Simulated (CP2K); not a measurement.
Write the native input for CP2K 2026.2 that does the following.

```yaml
Task: single point
Functional: PBEsol
Potentials_or_basis: POTENTIAL_UZH W GTH-PBE-q14, S GTH-PBE-q6; TZVP-MOLOPT-PBE-GTH basis
Density_cutoff: 6123 eV
k_mesh: 10 × 10 × 5
Occupations: fermi-dirac, width 0.05 eV
Spin: no spin polarisation
SCF_solver: diagonalisation with k points
Quickstep_method: GPW
EPS_DEFAULT: 1.0E-9
EPS_SCF: 1.0E-6
MAX_SCF: 100
SCF_GUESS: ATOMIC
k_points_reduced_by_the_point_group: yes
Mesh_centred_on_Gamma: yes
CHOLESKY: OFF
EPS_EIGVAL: 1.0E-7
MIXING_METHOD: BROYDEN_MIXING
MIXING_ALPHA: 0.4
NBUFFER: 8
NGRIDS: 5
Basis_sets: W TZVP-MOLOPT-PBE-GTH-q14, S TZVP-MOLOPT-PBE-GTH-q6
Potentials: W GTH-PBE-q14 of POTENTIAL_UZH, S GTH-PBE-q6 of POTENTIAL_UZH
ADDED_MOS: "[15]"
REL_CUTOFF_Ry: 60 Ry
MIXING_BETA_1/bohr: 1.5 1/bohr
CUTOFF_of_the_grids: 450 Ry
```

Crystal: WS2 (Tungstenite).

```xyz
3
Lattice="3.0658 0.0000 0.0000 1.4393 2.7069 0.0000 -1.4393 -0.8648 6.1577" Properties=species:S:1:pos:R:3 pbc="T T T"
W     0.0000    0.0000    0.0000
S     1.5481    0.9302    4.5752
S     3.0191    1.8140    1.5450
```

The cell isn't the ideal one: strain_c = -0.04.

The input as run:

ws2_scf.inp

```
&GLOBAL
  PROJECT ws2_scf
  RUN_TYPE ENERGY_FORCE
  PRINT_LEVEL LOW
&END GLOBAL
&FORCE_EVAL
  METHOD QS
  STRESS_TENSOR ANALYTICAL
  &DFT
    BASIS_SET_FILE_NAME BASIS_MOLOPT_UZH
    POTENTIAL_FILE_NAME POTENTIAL_UZH
    &MGRID
      CUTOFF 450
      REL_CUTOFF 60
      NGRIDS 5
    &END MGRID
    &QS
      METHOD GPW
      EPS_DEFAULT 1.0E-9
    &END QS
    &KPOINTS
      SCHEME MONKHORST-PACK 10 10 5
      GAMMA_CENTERED T
      SYMMETRY T
      SYMMETRY_BACKEND SPGLIB
    &END KPOINTS
    &SCF
      SCF_GUESS ATOMIC
      EPS_SCF 1.0E-6
      MAX_SCF 100
      ADDED_MOS 15
      CHOLESKY OFF
      EPS_EIGVAL 1.0E-7
      &DIAGONALIZATION ON
        ALGORITHM STANDARD
      &END DIAGONALIZATION
      &MIXING ON
        METHOD BROYDEN_MIXING
        ALPHA 0.4
        BETA 1.5
        NBUFFER 8
      &END MIXING
      &SMEAR ON
        METHOD FERMI_DIRAC
        ELECTRONIC_TEMPERATURE 580.23
      &END SMEAR
    &END SCF
    &XC
      &XC_FUNCTIONAL
        &GGA_X_PBE_SOL
        &END GGA_X_PBE_SOL
        &GGA_C_PBE_SOL
        &END GGA_C_PBE_SOL
      &END XC_FUNCTIONAL
    &END XC
    &PRINT
      &KPOINTS ON
      &END KPOINTS
      &MULLIKEN ON
      &END MULLIKEN
      &MO ON
        ENERGIES T
        OCCUPATION_NUMBERS T
        &EACH
          QS_SCF 0
        &END EACH
        ADD_LAST NUMERIC
      &END MO
      &LOWDIN ON
      &END LOWDIN
      &HIRSHFELD ON
        SHAPE_FUNCTION DENSITY
      &END HIRSHFELD
    &END PRINT
  &END DFT
  &SUBSYS
    &CELL
      ABC 3.0657965755 3.0657965755 6.3825656090
      ALPHA_BETA_GAMMA 103.0326485647 103.0326485644 61.9999142570
      PERIODIC XYZ
    &END CELL
    &COORD
      W   0.0000000000 0.0000000000 0.0000000000
      S   1.5480598561 0.9301666268 4.5751921186
      S   3.0190577658 1.8140298434 1.5449740277
    &END COORD
    &KIND W
      BASIS_SET TZVP-MOLOPT-PBE-GTH-q14
      POTENTIAL GTH-PBE-q14
    &END KIND
    &KIND S
      BASIS_SET TZVP-MOLOPT-PBE-GTH-q6
      POTENTIAL GTH-PBE-q6
    &END KIND
    &PRINT
      &ATOMIC_COORDINATES ON
      &END ATOMIC_COORDINATES
      &CELL ON
      &END CELL
    &END PRINT
  &END SUBSYS
  &PRINT
    &FORCES ON
    &END FORCES
    &STRESS_TENSOR ON
    &END STRESS_TENSOR
  &END PRINT
&END FORCE_EVAL
```

Potentials or basis: POTENTIAL_UZH W GTH-PBE-q14, S GTH-PBE-q6; TZVP-MOLOPT-PBE-GTH basis.

Launch:

```sh
$ OMP_NUM_THREADS=1 cp2k.psmp -i ws2_scf.inp -o ws2_scf.out
```

It gave:

The pressure is 7.5 GPa and the largest force is 0.984 eV/Å. The band gap on the k mesh is 1.10 eV, indirect (least direct gap 2.34 eV), the mulliken charges are W -0.21; S +0.11, +0.10 e and the hirshfeld charges are W +0.10; S -0.05 e.

Caveat: Mulliken charges move with the basis; the potentials were made for another functional, which shifts forces and pressure; spin-orbit coupling is left out, which moves the levels of the heavy elements; an odd mesh through Γ misses points on the zone boundary, where band edges often lie; this functional lacks dispersion, which binds the layers, so the pressure and a relaxed spacing across them are unreliable; the basis of atomic orbitals isn't converged, which shifts pressures, moduli and gaps.

Run time: 58 s on 1 thread of Arm Neoverse V1, with other jobs on the host, peak memory 0.34 GiB.
